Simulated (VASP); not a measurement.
**Ta2N: single point with PBE0(alpha)**

Crystal: Ta2N.

```
Ta N
1.0
     3.11286    0.00000    0.00000
    -1.55643    2.69582    0.00000
     0.00000    0.00000    4.86984
Ta N
2 1
Direct
  0.33333 0.66667 0.25471
  0.66667 0.33333 0.74529
  0.00000 0.00000 0.00000
```

The cell comes from a database or a generator and needn't be the stable form of this composition.

```yaml
Program: VASP 6.6.1
Task: single point
Functional: PBE0(alpha)
Potentials_or_basis: VASP PAW PBE potentials, release 64 (Ta_pv, N)
Cutoff: 520 eV
k_mesh: 5 × 5 × 3
Occupations: fermi-dirac, width 0.05 eV
Spin: no spin polarisation
```

```yaml
Pressure: -6.9 GPa
Largest_force: 0.719 eV/Å
Band_gap_on_the_k_mesh: none (metal or under the smearing width)
```

Forces in eV/Å, atoms in the order of the input:
```
Ta   0.000  0.000 -0.719
Ta   0.000  0.000  0.719
N    0.000  0.000  0.000
```

Stress tensor (GPa, compression positive):
```
-9.87  0.00  0.00
 0.00 -9.87  0.00
 0.00  0.00 -1.04
```

Levels at points of the mesh, in eV from the Fermi level:
```tsv
k point	band 10	band 11	band 12	band 13	band 14	band 15	band 16	band 17
(0.00, 0.00, 0.00)	-7.02	-5.99	-0.77	-0.30	-0.30	0.59	0.86	0.86
```

Wall time 21 min on 1 thread of Intel(R) Xeon(R) Platinum 8259CL CPU @ 2.50GHz (Skylake/Cascade Lake), with other jobs on the host, peak memory 0.16 GiB.

Caveat: the k mesh is coarse (spacing up to 0.47 Å⁻¹), so the values aren't converged, least of all with exact exchange; the PAW data sets were made with another functional, which shifts forces and pressure a little. The run has no spin-orbit coupling, so splittings on Ta are missing.
